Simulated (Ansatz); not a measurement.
Cell and atoms are relaxed with the symmetry kept. Start:

```cif
data_structure
_symmetry_space_group_name_H-M 'P 1'
_symmetry_Int_Tables_number 1
_cell_length_a 3.0905
_cell_length_b 3.0905
_cell_length_c 3.0905
_cell_angle_alpha 109.471
_cell_angle_beta 109.471
_cell_angle_gamma 109.471
_cell_volume 22.72
loop_
_atom_site_label
_atom_site_type_symbol
_atom_site_fract_x
_atom_site_fract_y
_atom_site_fract_z
_atom_site_occupancy
Cd1 Cd 0.00000 0.00000 0.00000 1
```

These are results of DFT PBE, scalar-relativistic, plane waves, PAW in Ansatz, not measurements.

Settings: cutoff 420 eV, Γ-centred mesh 16×16×16 on the computed 1-atom cell, Gaussian smearing of 0.10 eV; no spin polarisation.

Problem. What does it relax to?

Solution. The volume increases by 0.60 Å³/atom to 23.33 Å³/atom, and the energy falls by 2.0 meV/atom. Final structure:
```
Cd
1.0
    -1.79999    1.79999    1.79999
     1.79999   -1.79999    1.79999
     1.79999    1.79999   -1.79999
Cd
1
Direct
  0.00000 0.00000 0.00000
```

This bcc form isn't the element's structure at ambient conditions.

Cost: 1 run of about 0.15 core-minutes, on Arm Neoverse V2 (shared hosts).